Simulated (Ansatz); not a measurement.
## TiNi under changes of volume

One of the cells (13.403 Å³/atom); the others are scaled copies at fixed shape and fractional positions:

```
CELL_PARAMETERS angstrom
2.73580 0.00000 0.00000
0.00000 2.73580 0.00000
0.00000 0.00000 3.58141
ATOMIC_POSITIONS crystal
Ni 0.00000 0.00000 0.00000
Ti 0.50000 0.50000 0.50000
```

The cell comes from a database or a generator and needn't be the stable form of this composition.

| Property | Result |
| --- | --- |
| Program | Ansatz 0.2.0 |
| Functional | LDA |
| Potentials or basis | Ansatz PAW |
| Cutoff | 420 eV (not typed: the program's choice for these potentials) |
| k mesh | 10 × 10 × 8 |
| Occupations | fermi-dirac, width 0.05 eV |
| Spin | collinear spin, ferromagnetic start |
| Starting moments | [1.0, 1.0] μB |

```csv
volume (Å³/atom),energy over the lowest point (meV/atom),pressure (GPa)
12.599,0.00,-2.2
12.867,6.77,-5.7
13.135,?,?
13.403,36.78,-11.8
13.671,58.88,-14.4
13.939,85.04,-16.7
14.207,114.82,-18.7
```

Problem. What does the run at 13.135 Å³/atom give?

Solution. Energy over the lowest point 19.23 meV/atom; pressure -9.0 GPa.

Worked out: A Birch-Murnaghan fit of order 3 (a polynomial in V^(-2/3)) to the other rows has its minimum at 12.45 Å³/atom, just outside them, with B0 = V·E''(V) = 189 GPa and B' = 4.3 at fixed shape and positions, which overstates the stiffness. It gives 19.23 meV/atom at 13.135 Å³/atom, against the run's 19.23, and -dE/dV = -9.0 GPa, against -9.0.

Energies are extrapolated to zero smearing.

Caveats: the PAW data sets come from PBE, with cores solved anew for the run's functional, which leaves a small shift of forces and pressure; the starting moments weren't kept.
